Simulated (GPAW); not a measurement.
**GPAW run on CsBr (Pm-3m, 2 atoms in the cell): self-consistent single point**

Level of theory: PBE, GPAW PAW datasets PBE (gpaw-data 1.0.1) (plane waves; GPAW).

This input was run:

```python
from ase import Atoms
from ase.units import GPa
from gpaw import GPAW, PW, FermiDirac

atoms = Atoms(['Cs', 'Br'],
              cell=[[4.268550, 0.000000, 0.000000],
                    [0.000000, 4.268550, 0.000000],
                    [0.000000, 0.000000, 4.268550]],
              scaled_positions=[[0.000000, 0.000000, 0.000000],
                                [0.500000, 0.500000, 0.500000]],
              pbc=True)

calc = GPAW(mode=PW(600),
            xc='PBE',
            kpts=(5, 5, 5),
            occupations=FermiDirac(0.02),
            nbands=-8,
            convergence={'density': 1e-05, 'energy': 1e-05, 'bands': -6},
            symmetry={'symmorphic': False, 'tolerance': 0.0005},
            maxiter=120)

atoms.calc = calc

energy = atoms.get_potential_energy()
print('Energy (eV):', round(energy, 6))
forces = atoms.get_forces()
print('Forces (eV/Ang):')
print(forces.round(5))
stress = atoms.get_stress()
print('Stress (GPa, Voigt):', (stress / GPa).round(4))
```

Output, abridged:

```
Input parameters:
  convergence: {bands: -6,
                density: 1e-05,
                energy: 1e-05}
  kpts: [5 5 5]
  maxiter: 120
  mode: {ecut: 600.0,
         name: pw}
  nbands: -8
  occupations: {fixmagmom: False,
                name: fermi-dirac,
                width: 0.02}
  symmetry: {symmorphic: False,
             tolerance: 0.0005}
  xc: PBE

species:
  Cs:
    name: Caesium
    Z: 55.0
    valence: 9
    core: 46
    charge: 0.0
    file: Cs.PBE.gz

    # Using partial waves for Cs as LCAO basis

  Br:
    name: Bromine
    Z: 35.0
    valence: 7
    core: 28
    charge: 0.0
    file: Br.PBE.gz

    # Using partial waves for Br as LCAO basis

Reference energy: -282702.324215  # eV

Spin-paired calculation

Convergence criteria:
 Maximum [total energy] change in last 3 cyles: 1e-05 eV / valence electron
 Maximum integral of absolute [dens]ity change: 1e-05 electrons / valence electron
 Maximum integral of absolute [eigenst]ate change: 4e-08 eV^2 / valence electron
 Maximum number of scf [iter]ations: 120

Symmetries present (total): 48
Symmetries with fractional translations: 0
125 k-points: 5 x 5 x 5 Monkhorst-Pack grid
10 k-points in the irreducible part of the Brillouin zone
       k-points in crystal coordinates                weights
   0:     0.00000000    0.00000000    0.00000000          1/125
   1:     0.20000000    0.00000000    0.00000000          6/125
   2:     0.20000000    0.20000000    0.00000000         12/125
   [... 7 lines left out ...]

Wave functions: Plane wave expansion
  Cutoff energy: 600.000 eV
  Number of coefficients (min, max): 2553, 2614
  Pulay-stress correction: 0.000000 eV/Ang^3 (de/decut=0.000000)

Occupation numbers: Fermi-Dirac:
  width: 0.0200  # eV

Eigensolver

Densities:
  Coarse grid: 25*25*25 grid
  Fine grid: 50*50*50 grid
  Total Charge: 0.000000

Density mixing:
  Method: separate
  Backend: pulay
  Linear mixing parameter: 0.05
  old densities: 5
  Damping of long wavelength oscillations: 50

Hamiltonian:
  XC and Coulomb potentials evaluated on a 50*50*50 grid
  External potential:
    NoExternalPotential

XC parameters: PBE with 2 nearest neighbor stencil

Number of atoms: 2
Number of atomic orbitals: 9
Number of bands in calculation: 16
Number of valence electrons: 16
Bands to converge: 10

Density initialized from atomic densities
  9 bands from LCAO basis set
  7 bands from random numbers

Atomic positions and initial magnetic moments

Positions:
   0 Cs     0.000000    0.000000    0.000000    ( 0.0000,  0.0000,  0.0000)
   1 Br     2.134275    2.134275    2.134275    ( 0.0000,  0.0000,  0.0000)

Unit cell:
           periodic     x           y           z      points  spacing
  1. axis:    yes    4.268550    0.000000    0.000000    25     0.1707
  2. axis:    yes    0.000000    4.268550    0.000000    25     0.1707
  3. axis:    yes    0.000000    0.000000    4.268550    25     0.1707

  Lengths:   4.268550   4.268550   4.268550
  Angles:   90.000000  90.000000  90.000000

Effective grid spacing dv^(1/3) = 0.1707

     iter     time        total  log10-change:
                         energy   eigst   dens
iter:   1 --:--:--    -6.303276   +0.88
iter:   2 --:--:--    -6.241209   -0.35  -1.23
iter:   3 --:--:--    -5.964808   -0.92  -1.27
iter:   4 --:--:--    -5.968789   -1.54  -1.62
iter:   5 --:--:--    -5.961014   -2.76  -1.62
iter:   6 --:--:--    -5.957754   -3.29  -2.09
iter:   7 --:--:--    -5.958308   -3.95  -2.33
iter:   8 --:--:--    -5.958125   -4.71  -2.74
iter:   9 --:--:--    -5.958044   -5.47  -2.93
iter:  10 --:--:--    -5.958071c  -5.77  -2.88
iter:  11 --:--:--    -5.958076c  -5.70  -3.20
iter:  12 --:--:--    -5.958076c  -7.25  -4.32
iter:  13 --:--:--    -5.958076c  -8.04c -4.33
iter:  14 --:--:--    -5.958076c  -7.69c -4.25
iter:  15 --:--:--    -5.958076c  -9.15c -4.44
iter:  16 --:--:--    -5.958076c  -8.85c -4.54
iter:  17 --:--:--    -5.958076c  -9.28c -5.10c

Converged after 17 iterations.

Dipole moment: (-0.000000, -0.000000, 0.000000) |e|*Ang

Energy contributions relative to reference atoms: (reference = -282702.324215)

Kinetic:         +9.271589
Potential:       -8.345183
External:        +0.000000
XC:              -6.843103
Entropy (-ST):   -0.000000
Local:           -0.041379
SIC:             +0.000000
--------------------------
Free energy:     -5.958076
Extrapolated:    -5.958076

Showing only first 2 kpts
 Kpt  Band  Eigenvalues  Occupancy
  0     6      2.36425    2.00000
  0     7      2.36425    2.00000
  0     8      6.94012    0.00000
  0     9      7.26883    0.00000

  1     6      2.29007    2.00000
  1     7      2.29007    2.00000
  1     8      7.52557    0.00000
  1     9      7.85203    0.00000

Fermi level: 4.17369

Gap: 4.576 eV
Transition (v -> c):
  (s=0, k=0, n=7, [0.00, 0.00, 0.00]) -> (s=0, k=0, n=8, [0.00, 0.00, 0.00])
No difference between direct/indirect transitions
Energy (eV): -5.958076

Forces in eV/Ang:
  0 Cs    0.00000   -0.00000    0.00000
  1 Br    0.00000    0.00000    0.00000

Stress tensor:
    -0.008264    -0.000000     0.000000
    -0.000000    -0.008264     0.000000
     0.000000     0.000000    -0.008264
Stress (GPa, Voigt): [-1.324 -1.324 -1.324  0.     0.    -0.   ]
```

The run converged in 17 iterations. GPAW prints stress with tension positive.

The starting cell has typed, rounded lattice constants, without a prior relaxation at this level. Its lattice was rescaled by up to half a per cent.
